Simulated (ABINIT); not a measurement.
# CdS (Greenockite): one start, several treatments of the self-energy

Aim: compare treatments of exchange, screening and correlation for the gap of CdS (Greenockite).

Program: ABINIT 10.8.3. Level of theory: PBE and many-body steps on it, plane waves. Results are calculated unless marked as measured.

The database entry behind the starting cell differs from later determinations by our own check (about 0.35 % long), so it need not match the best structure at ambient conditions.

## (1) The starting structure

The structure is hexagonal, space group P6_3mc (No. 186). Conventional cell: a = 4.150 Å, b = 4.150 Å, c = 6.737 Å, α = 90.00°, β = 90.00°, γ = 120.00°. Nearest to Cd lie 4 S at 2.53 to 2.54 Å. S has 4 Cd at 2.53 to 2.54 Å nearest. Farther neighbours and most contacts between anions are not listed.

Coordinates:

```cif
data_structure
_symmetry_space_group_name_H-M 'P6_3mc'
_symmetry_Int_Tables_number 186
_cell_length_a 4.1500
_cell_length_b 4.1500
_cell_length_c 6.7370
_cell_angle_alpha 90.000
_cell_angle_beta 90.000
_cell_angle_gamma 120.000
_cell_volume 100.48
loop_
_atom_site_label
_atom_site_type_symbol
_atom_site_symmetry_multiplicity
_atom_site_Wyckoff_symbol
_atom_site_fract_x
_atom_site_fract_y
_atom_site_fract_z
_atom_site_occupancy
Cd1 Cd 2 b 0.33333 0.66667 0.00000 1
S1 S 2 b 0.33333 0.66667 0.37500 1
```

The cell and positions come from the Crystallography Open Database and are kept as given unless a step says otherwise.

## (2) Empty states on the mesh, 3×3×2 mesh, 181 bands

This step: ABINIT 10.8.3; DFT, PBE, plane waves, norm-conserving pseudopotentials.

The sums over transitions need many empty states on a uniform mesh; this step solves for them.

Input file run.abi:

```
acell 3*1.0 Angstrom
rprim 
  4.149999999997 0.000000000001 0.000000000000
  -2.074999999999 3.594005425702 0.000000000000
  0.000000000000 0.000000000000 6.737000000000
ntypat 2
znucl 48 16
natom 4
typat 1 1 2 2
xred 
  0.333333333333 0.666666666667 0.000000000000
  0.666666666667 0.333333333333 0.500000000000
  0.333333333333 0.666666666667 0.375000000000
  0.666666666667 0.333333333333 0.875000000000
pp_dirpath "pseudos"
pseudos "Cd.upf, S.upf"
ecut 47
ngkpt 3 3 2
nshiftk 1
shiftk 0 0 0
kptopt 1
chksymbreak 0
iscf -2
irdden 1
istwfk *1
nband 181
nbdbuf 16
tolwfr 1e-09
nstep 60
prtvol 0
indata_prefix "in"
outdata_prefix "out"
tmpdata_prefix "tmp"
```

Command:

```
$ OMP_NUM_THREADS=1 mpirun -n 6 abinit run.abi > log
```

Numbers of over 12 decimals in the logs are rounded to 6 here.

The log of the run:

```text
.Version 10.8.3 of ABINIT. v10.8.2 released Aug 2026.

 Symmetries : space group P6_3 m c (#186); Bravais hP (primitive hexag.)
[... echo of the input left out ...]
== DATASET  1 ==================================================================
-   mpi_nproc: 6, omp_nthreads: 1 (-1 if OMP is not activated)

--- !DatasetInfo
iteration_state: {dtset: 1, }
dimensions: {natom: 4, nkpt: 6, mband: 181, nsppol: 1, nspinor: 1, nspden: 1, mpw: 10458, }
cutoff_energies: {ecut:  47.0, pawecutdg:  -1.0, }
[...]
2.51947    2.57102    2.57102    2.57639    2.57684    2.57710    2.57710    2.64755
   2.66986    2.69772    2.69772    2.70129    2.72343    2.72349    2.74127    2.74150
   2.75471    2.76418    2.76424    2.77969    2.78193
 prteigrs : prtvol=0 or 1, do not print more k-points.

== END DATASET(S) ==============================================================
================================================================================

 -outvars: echo values of variables after computation  --------
            nband         181
             nkpt           6
          spgroup         186
 [... the other variables as echoed above ...]

 Calculation completed.
```

The job ended after 3.4 min (6 MPI ranks of Arm Neoverse N1, shared host; peak memory 0.78 GiB).

This step gave:

| Property | Result |
| --- | --- |
| gap | 1.175 eV |
| k of the valence top | 0, 0, 0 |
| k of the conduction bottom | 0, 0, 0 |
| least direct gap | 1.175 eV |
| k points computed | 6 |
| lowest point of the top converged band, above the valence top | 65.1593 eV |

On this mesh the gap is 1.175 eV.

The density comes from a self-consistent run that is not shown.

## (3) Screening, 3×3×2 mesh, 165 bands, screening to 152.4 eV

The RPA dielectric matrix is built and inverted for each q.

This step: RPA screening on PBE, plane waves, norm-conserving pseudopotentials.

run.abi, as its differences from that of step 2:

```diff
@@ -22,10 +22,11 @@
 chksymbreak 0
-iscf -2
-irdden 1
 istwfk *1
-nband 181
-nbdbuf 16
-tolwfr 1e-09
-nstep 60
-prtvol 0
+occopt 1
+irdwfk 1
+optdriver 3
+nband 165
+ecuteps 5.6
+inclvkb 2
+awtr 1
+symchi 1
 indata_prefix "in"
```

Command:

```
$ OMP_NUM_THREADS=1 mpirun -n 8 abinit run.abi > log
```

The log of the run:

```text
.Version 10.8.3 of ABINIT. v10.8.2 released Aug 2026.

 Symmetries : space group P6_3 m c (#186); Bravais hP (primitive hexag.)
[... echo of the input left out ...]
== DATASET  1 ==================================================================
-   mpi_nproc: 8, omp_nthreads: 1 (-1 if OMP is not activated)

--- !DatasetInfo
iteration_state: {dtset: 1, }
dimensions: {natom: 4, nkpt: 6, mband: 165, nsppol: 1, nspinor: 1, nspden: 1, mpw: 10458, }
cutoff_energies: {ecut:  47.0, pawecutdg:  -1.0, }
electrons: {nelect:   5.20000000E+01, charge:   0.00000000E+00, occopt:   1.00000000E+00, tsmear:   1.00000000E-02, }

 SCREENING: Calculation of the susceptibility and dielectric matrices

 Based on a program developped by R.W. Godby, V. Olevano, G. Onida, and L. Reining.
 Incorporated in ABINIT by V. Olevano, G.-M. Rignanese, and M. Torrent.
.Using double precision arithmetic ; gwpc =  8

[... cell and pseudopotentials left out ...]
--------------------------------------------------------------------------------

 ==== K-mesh for the wavefunctions ====
 Number of points in the irreducible wedge :     6
[... list of points left out ...]
 Together with 12 symmetry operations and time-reversal symmetry
 yields    18 points in the full Brillouin Zone.

 ==== Q-mesh for the screening function ====
 Number of points in the irreducible wedge :     6
[... list of points left out ...]
 Together with 12 symmetry operations and time-reversal symmetry
 yields    18 points in the full Brillouin Zone.

 setmesh: FFT mesh size selected  =    30x   30x   54
          total number of points  =        48600

 vcoul_init : cutoff-mode = AUXILIARY_FUNCTION
 q-points for optical limit:   1
     1)      0.000010    0.000020    0.000030

- screening: taking advantage of time-reversal symmetry
- Maximum band index for partially occupied states nbvw = 26
- Remaining bands to be divided among processors   nbcw = 139
- Number of bands treated by each node ~17

 Number of electrons calculated from density =   52.0000; Expected =   52.0000
 average of density, n =  0.076686
 r_s =    1.4602
 omega_plasma =   26.7124 [eV]

 calculating chi0 at frequencies [eV] :
  1    0.000000E+00    0.000000E+00
  2    0.000000E+00    2.671236E+01

--------------------------------------------------------------------------------
  q-point number  1        q = ( 0.000000, 0.000000, 0.000000) [r.l.u.]
--------------------------------------------------------------------------------
[... chi0 elements left out ...]
 For q-point:  0.000010 0.000020 0.000030
  dielectric constant =  13.9120
  dielectric constant without local fields =  14.7243

  Average fulfillment of the sum rule on Im[epsilon] for q-point    1 :     59.73  [%]
[... wings left out ...]
  q-point number  2        q = ( 0.333333, 0.000000, 0.000000) [r.l.u.]
--------------------------------------------------------------------------------
[... chi0 elements left out ...]
  Average fulfillment of the sum rule on Im[epsilon] for q-point    2 :     64.46  [%]

 [... 4 further q-points ...]
```

It took 2.6 min on 8 MPI ranks; peak memory 2.9 GiB; 21 min of CPU time.

This step gave:

```yaml
eps_infinity_with_local_fields_on_this_mesh_along_the_program_s_q_direction: 13.91
the_same_without_local_fields: 14.72
plasma_frequency: 26.71 eV
plane_waves_in_the_screening_matrix: 403
```

Local fields lower ε∞ by 6 %. On a Γ-centred mesh this coarse the value itself is usually too large, while a short band sum pulls it down.

## (4) G0W0, Godby-Needs plasmon pole

The self-energy is evaluated for the states that the input lists, and the levels follow from it, in one-shot runs by the linearised quasiparticle equation.

This step: G0W0 on PBE, plane waves, norm-conserving pseudopotentials.

run.abi, as its differences from that of step 3:

```diff
@@ -25,8 +25,15 @@
 irdwfk 1
-optdriver 3
+optdriver 4
 nband 165
+gwcalctyp 0
+ecutsigx 47
+symsigma 1
+nkptgw 1
+kptgw 
+  0.0000000000 0.0000000000 0.0000000000
+bdgw 
+  25 28
 ecuteps 5.6
-inclvkb 2
-awtr 1
-symchi 1
+irdscr 1
+ppmodel 1
 indata_prefix "in"
```

The log of the run:

```text
.Version 10.8.3 of ABINIT. v10.8.2 released Aug 2026.

 Symmetries : space group P6_3 m c (#186); Bravais hP (primitive hexag.)
[... echo of the input left out ...]
== DATASET  1 ==================================================================
-   mpi_nproc: 8, omp_nthreads: 1 (-1 if OMP is not activated)

--- !DatasetInfo
iteration_state: {dtset: 1, }
dimensions: {natom: 4, nkpt: 6, mband: 165, nsppol: 1, nspinor: 1, nspden: 1, mpw: 10458, }
cutoff_energies: {ecut:  47.0, pawecutdg:  -1.0, }
electrons: {nelect:   5.20000000E+01, charge:   0.00000000E+00, occopt:   1.00000000E+00, tsmear:   1.00000000E-02, }

 SIGMA: Calculation of the GW corrections

 Based on a program developped by R.W. Godby, V. Olevano, G. Onida, and L. Reining.
 Incorporated in ABINIT by V. Olevano, G.-M. Rignanese, and M. Torrent.
.Using double precision arithmetic ; gwpc =  8

[... cell and pseudopotentials left out ...]
--------------------------------------------------------------------------------

 ==== K-mesh for the wavefunctions ====
 Number of points in the irreducible wedge :     6
[... list of points left out ...]
 Together with 12 symmetry operations and time-reversal symmetry
 yields    18 points in the full Brillouin Zone.

 ==== Q-mesh for screening function ====
 Number of points in the irreducible wedge :     6
[... list of points left out ...]
 Together with 12 symmetry operations and time-reversal symmetry
 yields    18 points in the full Brillouin Zone.

 vcoul_init : cutoff-mode = AUXILIARY_FUNCTION
 q-points for optical limit:   1
     1)      0.000010    0.000020    0.000030
 setmesh: FFT mesh size selected  =    45x   45x   80
          total number of points  =       162000

 Number of electrons calculated from density =   52.0000; Expected =   52.0000
 average of density, n =  0.076686
 r_s =    1.4602
 omega_plasma =   26.7124 [eV]

 === KS Band Gaps ===
  >>>> For spin  1
   Minimum direct gap =   1.1750 [eV], located at k-point      :   0.0000  0.0000  0.0000
   Fundamental gap    =   1.1750 [eV], Top of valence bands at :   0.0000  0.0000  0.0000
                                       Bottom of conduction at :   0.0000  0.0000  0.0000
 SIGMA fundamental parameters:
 PLASMON POLE MODEL  1
 number of plane-waves for SigmaX                10383
 number of plane-waves for SigmaC and W            403
 number of plane-waves for wavefunctions         10383
 number of bands                                   165
 number of independent spin polarizations            1
 number of spinorial components                      1
 number of k-points in IBZ                           6
 number of q-points in IBZ                           6
 number of symmetry operations                      12
 number of k-points in BZ                           18
 number of q-points in BZ                           18
 number of frequencies for dSigma/dE                 9
 frequency step for dSigma/dE [eV]                0.25
 number of omega for Sigma on real axis              0
 max omega for Sigma on real axis  [eV]           0.00
 zcut for avoiding poles [eV]                     0.10

 EPSILON^-1 parameters (SCR file):
 dimension of the eps^-1 matrix on file            403
 dimension of the eps^-1 matrix used               403
 number of plane-waves for wavefunctions         10383
 number of bands                                   165
 number of q-points in IBZ                           6
 number of frequencies                               2
 number of real frequencies                          1
 number of imag frequencies                          1

 matrix elements of self-energy operator (all in [eV])

 Perturbative Calculation

--- !SelfEnergy_ee
iteration_state: {dtset: 1, }
kpoint     : [   0.000,    0.000,    0.000, ]
spin       : 1
KS_gap     :    1.175
QP_gap     :    2.006
Delta_QP_KS:    0.831
data: !SigmaeeData |
     Band     E0 <VxcDFT>   SigX SigC(E0)      Z dSigC/dE  Sig(E)    E-E0       E
       25   4.259 -15.271 -18.229   2.336   0.778  -0.285 -15.754  -0.484   3.775
       26   4.259 -15.271 -18.229   2.336   0.778  -0.285 -15.754  -0.484   3.775
       27   5.434 -10.670  -6.577  -3.665   0.812  -0.231 -10.323   0.347   5.781
       28   7.023 -11.014  -6.546  -3.890   0.814  -0.228 -10.544   0.470   7.493

== END DATASET(S) ==============================================================
================================================================================

 -outvars: echo values of variables after computation  --------
           etotal      0.0000000000E+00
            nband         165
             nkpt           6
          spgroup         186
 [... the other variables as echoed above ...]

 Calculation completed.
```

Wall time 16 s (8 MPI ranks); peak memory 2.1 GiB.

This step gave:

```yaml
g0w0_gap_on_the_points_computed: 2.006 eV
starting_gap_on_the_mesh: 1.175 eV
k_of_the_valence_top: 0, 0, 0
k_of_the_conduction_bottom: 0, 0, 0
z_at_the_valence_top: 0.778
z_at_the_conduction_bottom: 0.812
least_direct_g0w0_gap_on_the_computed_points: 2.006 eV
```

The gap on the mesh goes from 1.18 eV to 2.01 eV, a correction of +0.83 eV.

## (5) G0W0, Hybertsen-Louie plasmon pole

run.abi, as its differences from that of step 4:

```diff
@@ -37,3 +37,3 @@
 irdscr 1
-ppmodel 1
+ppmodel 2
 indata_prefix "in"
```

The log of the run:

```text
.Version 10.8.3 of ABINIT. v10.8.2 released Aug 2026.

 Symmetries : space group P6_3 m c (#186); Bravais hP (primitive hexag.)
[... echo of the input left out ...]
== DATASET  1 ==================================================================
-   mpi_nproc: 8, omp_nthreads: 1 (-1 if OMP is not activated)

--- !DatasetInfo
iteration_state: {dtset: 1, }
dimensions: {natom: 4, nkpt: 6, mband: 165, nsppol: 1, nspinor: 1, nspden: 1, mpw: 10458, }
cutoff_energies: {ecut:  47.0, pawecutdg:  -1.0, }
electrons: {nelect:   5.20000000E+01, charge:   0.00000000E+00, occopt:   1.00000000E+00, tsmear:   1.00000000E-02, }

 SIGMA: Calculation of the GW corrections

 Based on a program developped by R.W. Godby, V. Olevano, G. Onida, and L. Reining.
 Incorporated in ABINIT by V. Olevano, G.-M. Rignanese, and M. Torrent.
.Using double precision arithmetic ; gwpc =  8

[... cell and pseudopotentials left out ...]
--------------------------------------------------------------------------------

 ==== K-mesh for the wavefunctions ====
 Number of points in the irreducible wedge :     6
[... list of points left out ...]
 Together with 12 symmetry operations and time-reversal symmetry
 yields    18 points in the full Brillouin Zone.

 ==== Q-mesh for screening function ====
 Number of points in the irreducible wedge :     6
[... list of points left out ...]
 Together with 12 symmetry operations and time-reversal symmetry
 yields    18 points in the full Brillouin Zone.

 vcoul_init : cutoff-mode = AUXILIARY_FUNCTION
 q-points for optical limit:   1
     1)      0.000010    0.000020    0.000030
 setmesh: FFT mesh size selected  =    45x   45x   80
          total number of points  =       162000

 Number of electrons calculated from density =   52.0000; Expected =   52.0000
[...]
number of k-points in IBZ                           6
 number of q-points in IBZ                           6
 number of symmetry operations                      12
 number of k-points in BZ                           18
 number of q-points in BZ                           18
 number of frequencies for dSigma/dE                 9
 frequency step for dSigma/dE [eV]                0.25
 number of omega for Sigma on real axis              0
 max omega for Sigma on real axis  [eV]           0.00
 zcut for avoiding poles [eV]                     0.10

 EPSILON^-1 parameters (SCR file):
 dimension of the eps^-1 matrix on file            403
 dimension of the eps^-1 matrix used               403
 number of plane-waves for wavefunctions         10383
 number of bands                                   165
 number of q-points in IBZ                           6
 number of frequencies                               2
 number of real frequencies                          1
 number of imag frequencies                          1

 matrix elements of self-energy operator (all in [eV])

 Perturbative Calculation

--- !SelfEnergy_ee
iteration_state: {dtset: 1, }
kpoint     : [   0.000,    0.000,    0.000, ]
spin       : 1
KS_gap     :    1.175
QP_gap     :    2.153
Delta_QP_KS:    0.978
data: !SigmaeeData |
     Band     E0 <VxcDFT>   SigX SigC(E0)      Z dSigC/dE  Sig(E)    E-E0       E
       25   4.259 -15.271 -18.229   1.857   0.851  -0.175 -16.207  -0.937   3.322
       26   4.259 -15.271 -18.229   1.857   0.851  -0.175 -16.207  -0.937   3.322
       27   5.434 -10.670  -6.577  -4.045   0.865  -0.156 -10.629   0.041   5.475
       28   7.023 -11.014  -6.546  -4.213   0.862  -0.160 -10.794   0.220   7.243

== END DATASET(S) ==============================================================
================================================================================

 -outvars: echo values of variables after computation  --------
           etotal      0.0000000000E+00
            nband         165
             nkpt           6
          spgroup         186
 [... the other variables as echoed above ...]

 Calculation completed.
```

It took 16 s on 8 MPI ranks; peak memory 2 GiB.

Numbers from this step:

| Item | Value |
| --- | --- |
| G0W0 gap on the points computed | 2.153 eV |
| starting gap on the mesh | 1.175 eV |
| k of the valence top | 0, 0, 0 |
| k of the conduction bottom | 0, 0, 0 |
| Z at the valence top | 0.851 |
| Z at the conduction bottom | 0.865 |
| least direct G0W0 gap on the computed points | 2.153 eV |

Against G0W0 in ABINIT (3×3×2 mesh, 165 bands, screening to 152.4 eV, Godby-Needs plasmon pole), the gap moves by +0.147 eV.

## (6) G0W0, von der Linden-Horsch plasmon pole

run.abi, as its differences from that of step 5:

```diff
@@ -37,3 +37,3 @@
 irdscr 1
-ppmodel 2
+ppmodel 3
 indata_prefix "in"
```

The log of the run:

```text
.Version 10.8.3 of ABINIT. v10.8.2 released Aug 2026.

 Symmetries : space group P6_3 m c (#186); Bravais hP (primitive hexag.)
[... echo of the input left out ...]
== DATASET  1 ==================================================================
-   mpi_nproc: 8, omp_nthreads: 1 (-1 if OMP is not activated)

--- !DatasetInfo
iteration_state: {dtset: 1, }
dimensions: {natom: 4, nkpt: 6, mband: 165, nsppol: 1, nspinor: 1, nspden: 1, mpw: 10458, }
cutoff_energies: {ecut:  47.0, pawecutdg:  -1.0, }
[...]
26   4.259 -15.271 -18.229   1.968   0.844  -0.185 -16.106  -0.835   3.424
       27   5.434 -10.670  -6.577  -4.129   0.872  -0.146 -10.701  -0.031   5.403
       28   7.023 -11.014  -6.546  -4.289   0.873  -0.145 -10.857   0.157   7.179

== END DATASET(S) ==============================================================
================================================================================

 -outvars: echo values of variables after computation  --------
           etotal      0.0000000000E+00
            nband         165
             nkpt           6
          spgroup         186
 [... the other variables as echoed above ...]

 Calculation completed.
```

Wall time 19 s (8 MPI ranks); peak memory 1.9 GiB; 2.5 min of CPU time.

Numbers from this step:

```yaml
g0w0_gap_on_the_points_computed: 1.979 eV
starting_gap_on_the_mesh: 1.175 eV
k_of_the_valence_top: 0, 0, 0
k_of_the_conduction_bottom: 0, 0, 0
least_direct_g0w0_gap_on_the_computed_points: 1.979 eV
```

Against G0W0 in ABINIT (3×3×2 mesh, 165 bands, screening to 152.4 eV, Godby-Needs plasmon pole), the gap moves by −0.027 eV.

(Continued in part 2 of 2.)

[Paths, hosts, dates, memory and timing lines, banners, echoed tables and standing remarks are left out of the program output.]

[Logs are printed without paths, hosts, clocks, repeated set-up lines and the standing remarks that a program may print on its own settings, such as how far it seeks lower states.]

[Runs of the session that timed out or met a known fault of the program may be left out.]

[Hosts, paths, dates, database ids (printed as entryN), source tags and the programs' standing remarks are cut or masked in the printed files.]

[G0W0 gaps are taken among the corrected bands and points alone; a level outside them can change the order at an edge.]

[Where Ansatz stands beside ABINIT at settings called matched, ABINIT's density can come from a denser mesh and the files from another edition; pairs whose starting gaps differed by over 0.03 eV were left out, so agreement reads better than it is.]
